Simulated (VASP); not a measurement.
# TaC (Fm-3m) in VASP: further runs

One crystal, TaC, is run at these levels: LDA, PBE; tasks: relaxation of cell and atoms.

Program: VASP 6.6.1. These are calculated values, not measurements. Logs are shortened: lines on timing, memory, paths and dates and some standing lists are left out, and cuts for length are marked.

## 1. The structure

It takes space group Fm-3m (No. 225, cubic). Conventional cell: a = 4.446 Å, b = 4.446 Å, c = 4.446 Å, α = 90.00°, β = 90.00°, γ = 90.00°. Around Ta (site symmetry m-3m) lie 6 C at 2.22 Å. C (site symmetry m-3m) is surrounded by 6 Ta at 2.22 Å.

## 2. Relaxation of cell and atoms, LDA, target pressure 43.6 GPa, at which the enthalpy is minimised

INCAR

```
SYSTEM = TaC
PREC = Accurate ; ENCUT = 600
EDIFF = 1E-6 ; ISMEAR = 1
SIGMA = 0.1 ; LREAL = .False.
LASPH = .True. ; NELM = 80
ALGO = Normal ; ISIF = 3
LWAVE = .False. ; LCHARG = .False.
GGA = CA ; IBRION = 2
NSW = 90 ; EDIFFG = -0.01
PSTRESS = 436.0
```

KPOINTS

```
Automatic mesh
0
Gamma
  14 14 14
  0 0 0
```

POSCAR

```
TaC
1.0
    0.0000000000      2.2230000000      2.2230000000
    2.2230000000      0.0000000000      2.2230000000
    2.2230000000      2.2230000000      0.0000000000
Ta C
1 1
Direct
    0.0000000000      0.0000000000      0.0000000000
    0.5000000000      0.5000000000      0.5000000000
```

Potentials or basis: VASP PAW LDA potentials, release 64 (Ta_pv, C).

Launch:

```bash
> cat potpaw_LDA.64/Ta_pv/POTCAR potpaw_LDA.64/C/POTCAR > POTCAR
> mpirun -np 1 vasp_std > vasp.out
```

OUTCAR:

```text
SYSTEM = TaC
   PREC = Accurate
   ENCUT = 600
   EDIFF = 1E-6
   ISMEAR = 1
   LREAL = .False.
   LASPH = .True.
   NELM = 80
   ISIF = 3
   GGA = CA
   IBRION = 2
   NSW = 90
   EDIFFG = -0.01
   PSTRESS = 436.0

 ion  position               nearest neighbor table
   1  0.000  0.000  0.000-   2 2.22   2 2.22   2 2.22   2 2.22   2 2.22   2 2.22
   2  0.500  0.500  0.500-   1 2.22   1 2.22   1 2.22   1 2.22   1 2.22   1 2.22

  LATTYP: Found a face centered cubic cell.
 ALAT       =     4.4460000000

  Lattice vectors:

 A1 = (   0.0000000000,   2.2230000000,   2.2230000000)
 A2 = (   2.2230000000,   0.0000000000,   2.2230000000)
 A3 = (   2.2230000000,   2.2230000000,   0.0000000000)

Analysis of symmetry for initial positions (statically):
=====================================================================
 Subroutine PRICEL returns:
 Original cell was already a primitive cell.

 Routine SETGRP: Setting up the symmetry group for a
 face centered cubic supercell.

 Subroutine GETGRP returns: Found 48 space group operations
 (whereof 48 operations were pure point group operations)
 out of a pool of 48 trial point group operations.

The static configuration has the point symmetry O_h .

Analysis of symmetry for dynamics (positions and initial velocities):
=====================================================================
 Subroutine PRICEL returns:
 Original cell was already a primitive cell.

 Routine SETGRP: Setting up the symmetry group for a
 face centered cubic supercell.

 Subroutine GETGRP returns: Found 48 space group operations
 (whereof 48 operations were pure point group operations)
 out of a pool of 48 trial point group operations.

The dynamic configuration has the point symmetry O_h .

 Subroutine INISYM returns: Found 48 space group operations
 (whereof 48 operations are pure point group operations),
 and found     1 'primitive' translations

----------------------------------------------------------------------------------------

                                     Primitive cell

  volume of cell :      21.9709

  direct lattice vectors                    reciprocal lattice vectors
     0.000000000  2.223000000  2.223000000    -0.224921278  0.224921278  0.224921278
     2.223000000  0.000000000  2.223000000     0.224921278 -0.224921278  0.224921278
     2.223000000  2.223000000  0.000000000     0.224921278  0.224921278 -0.224921278

  length of vectors
     3.143796749  3.143796749  3.143796749     0.389575080  0.389575080  0.389575080

  position of ions in fractional coordinates (direct lattice)
     0.000000000  0.000000000  0.000000000
     0.500000000  0.500000000  0.500000000

[... 91 lines left out ...]
   ISMEAR =     1;   SIGMA  =   0.10  broadening in eV -4-tet -1-fermi 0-gaus
   EFERMI_NEDOS =   21; number of points for ismear=-14 and -15
   IALGO  =     38    algorithm
   IMIX   =      4    mixing-type and parameters
     AMIX     =   0.40;   BMIX     =  1.00
     AMIX_MAG =   1.60;   BMIX_MAG =  1.00
  volume/ion in A,a.u.               =      10.99        74.13
  Fermi-wavevector in a.u.,A,eV,Ry     =   1.441526  2.724089 28.272865  2.077997
  Thomas-Fermi vector in A             =   2.560148
   LORBIT       =      0    0 simple, 1 ext, 2 COOP (PROOUT), +10 PAW based schemes
   GGA     = CA    functional components
   LHFCALC =     F    Hartree Fock is set to
   AEXX    =    0.0000 exact exchange contribution
   IVDW    =     0    specifies the selected vdW correction
   LEPSILON=     F    determine dielectric tensor
   LRPA    =     F    only Hartree local field effects (RPA)
 conjugate gradient relaxation of ions
 non-spin polarized calculation
 Methfessel and Paxton  Order N= 1 SIGMA  =   0.10
  energy-cutoff  :      600.00
  volume of cell :       21.97
 maximum number of plane-waves:       754
 NGX is ok and might be reduce to    28
   NGX = 13   NGY = 13   NGZ = 13

--------------------------------------- Ionic step        1  -------------------------------------------

 number of electron      14.9999999 magnetization

 Free energy of the ion-electron system (eV)
  ---------------------------------------------------
  ext. energy  EPLUGINS =         0.00000000
  ---------------------------------------------------
  free energy    TOTEN  =       -24.28018644 eV

  energy without entropy =      -24.28011007  energy(sigma->0) =      -24.28016098

------------------------ aborting loop because EDIFF is reached ----------------------------------------

  FORCE on cell =-STRESS in cart. coord.  units (eV):
  Direction    XX          YY          ZZ          XY          YZ          ZX
  --------------------------------------------------------------------------------------
  -------------------------------------------------------------------------------------
  Total       -0.8025495     -0.8025495     -0.8025495      0.0000000      0.0000000      0.0000000
  in kB      -58.5240035    -58.5240035    -58.5240035      0.0000000      0.0000000      0.0000000
  external PRESSURE =    -494.5240035 kB  Pullay stress =     436.0000000 kB
[... 25 lines left out ...]
--------------------------------------- Ionic step        2  -------------------------------------------

 number of electron      15.0000000 magnetization

 E-fermi :  15.0101     XC(G=0): -16.4054

 val. band max:       15.0054720456   @ k =   0.5000   0.2143   0.0000
 cond. band min:      15.0657745092   @ k =   0.0714   0.0714   0.0000
 fundamental gap:      0.0603024636
 Fermi energy:        15.0101194413

 k-point     1 :       0.0000    0.0000    0.0000
  band No.  band energies     occupation
      1     -18.2606      2.00000
      2     -18.2606      2.00000
      3     -18.2606      2.00000
      4      -2.8646      2.00000
      5      11.9590      2.00000
      6      11.9590      2.00000
      7      11.9590      2.00000
      8      14.1767      2.00000
      9      14.1767      2.00000
     10      14.1767      2.00000
     11      16.1786     -0.00000
[... 435 lines left out ...]
--------------------------------------- Ionic step        5  -------------------------------------------

 number of electron      14.9999999 magnetization

 Free energy of the ion-electron system (eV)
  ---------------------------------------------------
  ext. energy  EPLUGINS =         0.00000000
  ---------------------------------------------------
  free energy    TOTEN  =       -24.03229646 eV

  energy without entropy =      -24.03258536  energy(sigma->0) =      -24.03239276

 E-fermi :   9.7144     XC(G=0): -14.0209

 val. band max:        9.6724778598   @ k =   0.5000   0.2143   0.0000
 cond. band min:       9.7214532409   @ k =   0.1429   0.0714   0.0000
 fundamental gap:      0.0489753812
 Fermi energy:         9.7144442182

 k-point     1 :       0.0000    0.0000    0.0000
  band No.  band energies     occupation
      1     -24.8616      2.00000
      2     -24.8616      2.00000
      3     -24.8616      2.00000
      4      -5.8545      2.00000
      5       8.0043      2.00000
      6       8.0043      2.00000
      7       8.0043      2.00000
      8       9.0992      2.00000
      9       9.0992      2.00000
     10       9.0992      2.00000
     11      10.3883     -0.00000
[... 355 lines left out ...]
  energy  without entropy=      -24.0325853615  energy(sigma->0) =      -24.03239276

  enthalpy is  TOTEN    =       -18.7085855766 eV   P V=        5.3237108884

 reached required accuracy - stopping structural energy minimisation
```

OSZICAR:

```text
N       E                     dE             d eps       ncg     rms          rms(c)
DAV:   1     0.838026588729E+02    0.83803E+02   -0.89798E+03  2288   0.149E+03
DAV:   2    -0.240291661679E+02   -0.10783E+03   -0.10362E+03  2683   0.338E+02
DAV:   3    -0.277178757085E+02   -0.36887E+01   -0.36191E+01  2921   0.538E+01
[... 41 lines left out ...]
DAV:   2    -0.240330449064E+02    0.27029E-02   -0.38690E-03  2351   0.869E-01    0.288E-01
DAV:   3    -0.240323178309E+02    0.72708E-03   -0.14429E-03  2438   0.476E-01    0.327E-02
DAV:   4    -0.240322949120E+02    0.22919E-04   -0.70472E-05  2706   0.105E-01    0.322E-02
DAV:   5    -0.240322964336E+02   -0.15216E-05   -0.70732E-06  2709   0.265E-02    0.403E-03
DAV:   6    -0.240322964650E+02   -0.31413E-07   -0.22263E-07  1186   0.592E-03
   5 F= -.18708586E+02 E0= -.18708682E+02  d E =-.407340E+00
```

Run time: 44 s. Hardware: 1 thread of Intel Xeon 6975P-C (Granite Rapids), shared host; peak memory 0.18 GiB.

Results:

* Free energy: -24.0323 eV
* Relaxed volume: 9.78 Å³/atom
* Relaxed cell: a = 3.024 Å, b = 3.024 Å, c = 3.024 Å, α = 60.00°, β = 60.00°, γ = 60.00°
* Space group after relaxing (to 0.05 Å): Fm-3m (No. 225)
* Energy change on relaxing (the enthalpy is what falls): +123.9 meV/atom
* Ionic steps: 5
* Pressure after relaxing: 43.6 GPa
* Band gap on the k mesh: none (metal or under the smearing width)

The path:
```
step  energy change (eV)  largest force (eV/Å)  pressure (GPa)  volume (Å³)
   1              0.0000                0.0000           -5.85        21.97
   2              9.4661                0.0000          538.92        12.86
   3              0.1484                0.0000           32.85        19.98
   4              0.2085                0.0000           39.59        19.71
   5              0.2479                0.0000           43.64        19.56
```

Final structure:
```xyz
2
Lattice="0.0000 2.1386 2.1386 2.1386 0.0000 2.1386 2.1386 2.1386 0.0000" Properties=species:S:1:pos:R:3 pbc="T T T"
Ta    0.0000    0.0000    0.0000
C     2.1386    2.1386    2.1386
```

Caveat: the cell is relaxed towards a set pressure, so the enthalpy falls and the energy may rise. The run has no spin-orbit coupling, so splittings on Ta are missing.

## 3. Relaxation of cell and atoms, LDA, target pressure 43.6 GPa, at which the enthalpy is minimised

This run uses another cell than the first one, of 9.78 Å³/atom, 0.890 times its volume.

INCAR

```
SYSTEM = TaC
PREC = Accurate ; ENCUT = 600
EDIFF = 1E-7 ; ISMEAR = 1
SIGMA = 0.1 ; LREAL = .False.
LASPH = .True. ; NELM = 80
ALGO = Normal ; ISIF = 3
LWAVE = .False. ; LCHARG = .False.
GGA = CA ; IBRION = 2
NSW = 90 ; EDIFFG = -0.005
PSTRESS = 436.0
```

KPOINTS is that of step 2.

POSCAR

```
TaC                                     
1.0
    0.0000000000      2.1386326196      2.1386326196
    2.1386326196     -0.0000000000      2.1386326196
    2.1386326196      2.1386326196      0.0000000000
  Ta              C             
     1     1
Direct
     0.0000000000000000    0.0000000000000000    0.0000000000000000
     0.5000000000000000    0.5000000000000000    0.5000000000000000
```

Potentials or basis: VASP PAW LDA potentials, release 64 (Ta_pv, C).

Launch:

```bash
> cat potpaw_LDA.64/Ta_pv/POTCAR potpaw_LDA.64/C/POTCAR > POTCAR
> mpirun -np 1 vasp_std > vasp.out
```

Run time: 7.2 s. Hardware: 1 thread of Intel Xeon 6975P-C (Granite Rapids), shared host; peak memory 0.15 GiB.

It converged, with:

| Property | Result |
| --- | --- |
| Free energy | -24.0290 eV |
| Pressure after relaxing | 43.7 GPa |
| Band gap on the k mesh | none (metal or under the smearing width) |

Final structure:
```
Ta C
1.0
     0.00000    2.13863    2.13863
     2.13863    0.00000    2.13863
     2.13863    2.13863    0.00000
Ta C
1 1
Direct
  0.00000 0.00000 0.00000
  0.50000 0.50000 0.50000
```

Levels at points of the mesh, in eV from the Fermi level:
```tsv
k point	band 5	band 6	band 7	band 8	band 9	band 10	band 11
(0.00, 0.00, 0.00)	-1.71	-1.71	-1.71	-0.61	-0.61	-0.61	0.67
(0.50, 0.00, 0.00)	-9.64	-6.28	-6.28	3.12	3.12	4.29	5.86
(0.50, 0.50, 0.00)	-5.42	-4.56	-1.78	-1.78	3.02	4.79	4.79
```

Caveat: the relaxation stopped at its first step, so nothing moved; the cell is relaxed towards a set pressure, so the enthalpy falls and the energy may rise.

## 4. Relaxation of cell and atoms, PBE

INCAR

```
ALGO     = Normal         # electronic algorithm
EDIFF    = 1E-6           # SCF threshold, eV
EDIFFG   = -0.01          # ionic threshold
ENCUT    = 300            # plane-wave cutoff, eV
GGA      = PE             # functional
IBRION   = 2              # ionic algorithm
ISIF     = 3              # what is computed and relaxed
ISMEAR   = 1              # smearing method
LASPH    = True           # aspherical terms in the spheres
LCHARG   = False          # write CHGCAR
LREAL    = False          # projectors in reciprocal space
LWAVE    = False          # write WAVECAR
NELM     = 80             # most SCF steps
NSW      = 90             # ionic steps
PREC     = Accurate       # precision mode
SIGMA    = 0.1            # smearing width, eV
```

KPOINTS

```
k-points
0
Gamma
  7 7 7
```

POSCAR

```
TaC
1.0
    0.0000000000      2.2230000000      2.2230000000
    2.2230000000      0.0000000000      2.2230000000
    2.2230000000      2.2230000000      0.0000000000
Ta C
1 1
Direct
    0.0000000000      0.0000000000      0.0000000000
    0.5000000000      0.5000000000      0.5000000000
```

Potentials or basis: VASP PAW PBE potentials, release 64 (Ta_pv, C_s).

Launch:

```bash
> cat potpaw_PBE.64/Ta_pv/POTCAR potpaw_PBE.64/C_s/POTCAR > POTCAR
> mpirun -np 1 vasp_std > vasp.out
```

OUTCAR:

```text
EDIFF = 1E-6
   EDIFFG = -0.01
   ENCUT = 300
   GGA = PE
   IBRION = 2
   ISIF = 3
   ISMEAR = 1
   LASPH = True
   LREAL = False
   NELM = 80
   NSW = 90
   PREC = Accurate

 ion  position               nearest neighbor table
   1  0.000  0.000  0.000-   2 2.22   2 2.22   2 2.22   2 2.22   2 2.22   2 2.22
   2  0.500  0.500  0.500-   1 2.22   1 2.22   1 2.22   1 2.22   1 2.22   1 2.22

  LATTYP: Found a face centered cubic cell.
 ALAT       =     4.4460000000

  Lattice vectors:

 A1 = (   0.0000000000,   2.2230000000,   2.2230000000)
 A2 = (   2.2230000000,   0.0000000000,   2.2230000000)
 A3 = (   2.2230000000,   2.2230000000,   0.0000000000)

Analysis of symmetry for initial positions (statically):
=====================================================================
 Subroutine PRICEL returns:
 Original cell was already a primitive cell.
[... 176 lines left out ...]
  Total        0.8724633      0.8724633      0.8724633     -0.0000000     -0.0000000      0.0000000
  in kB       63.6222975     63.6222975     63.6222975     -0.0000000     -0.0000000      0.0000000
  external PRESSURE =      63.6222975 kB  Pullay stress =       0.0000000 kB
[... 59 lines left out ...]
--------------------------------------- Ionic step        3  -------------------------------------------

 number of electron      15.0000002 magnetization

 Free energy of the ion-electron system (eV)
  ---------------------------------------------------
  ext. energy  EPLUGINS =         0.00000000
  ---------------------------------------------------
  free energy    TOTEN  =       -22.19830218 eV

  energy without entropy =      -22.19642768  energy(sigma->0) =      -22.19767735

 E-fermi :   8.5985     XC(G=0): -13.1315

 val. band max:        8.5860329356   @ k =  -0.4286   0.2857   0.0000
 cond. band min:       8.8839205036   @ k =   0.4286   0.1429   0.0000
 fundamental gap:      0.2978875681
 Fermi energy:         8.5984718515

 k-point     1 :       0.0000    0.0000    0.0000
  band No.  band energies     occupation
      1     -26.4663      2.00000
      2     -26.4663      2.00000
      3     -26.4663      2.00000
      4      -6.0816      2.00000
      5       7.3378      2.00000
      6       7.3378      2.00000
      7       7.3378      2.00000
      8       8.1803      2.00000
      9       8.1803      2.00000
     10       8.1803      2.00000
     11       9.2915     -0.00000
[... 293 lines left out ...]
  FREE ENERGIE OF THE ION-ELECTRON SYSTEM (eV)
  ---------------------------------------------------
  free  energy   TOTEN  =       -22.1983021846 eV

  energy  without entropy=      -22.1964276796  energy(sigma->0) =      -22.19767735

 reached required accuracy - stopping structural energy minimisation
```

CONTCAR:

```text
TaC
   1.00000000000000
    -0.0000000000000000    2.2367951707990392    2.2367951707990392
     2.2367951707990392    0.0000000000000000    2.2367951707990392
     2.2367951707990392    2.2367951707990392    0.0000000000000000
  Ta              C
     1     1
Direct
     0.0000000000000000    0.0000000000000000    0.0000000000000000
     0.5000000000000000    0.5000000000000000    0.5000000000000000

  0.00000000E+00  0.00000000E+00  0.00000000E+00
  0.00000000E+00  0.00000000E+00  0.00000000E+00
```

It took 8.6 s on 1 thread of Intel Xeon Platinum 8259CL at 2.50GHz (Skylake/Cascade Lake), shared host; peak memory 0.12 GiB.

These settings aren't checked as converged: the numbers below hold their error.

Results:

| Property | Result |
| --- | --- |
| Free energy | -22.1983 eV |
| Relaxed volume | 11.19 Å³/atom |
| Relaxed cell | a = 3.163 Å, b = 3.163 Å, c = 3.163 Å, α = 60.00°, β = 60.00°, γ = 60.00° |
| Space group after relaxing (to 0.05 Å) | Fm-3m (No. 225) |
| Energy gained by relaxing | 4.0 meV/atom |
| Ionic steps | 3 |
| Band gap on the k mesh | none (metal or under the smearing width) |

Caveat: the cutoff is under 1.25 times the usual one of these potentials, so pressure, stress and relaxed cells hold a basis-set (Pulay) error.

(Part 1 of 2 ends here.)
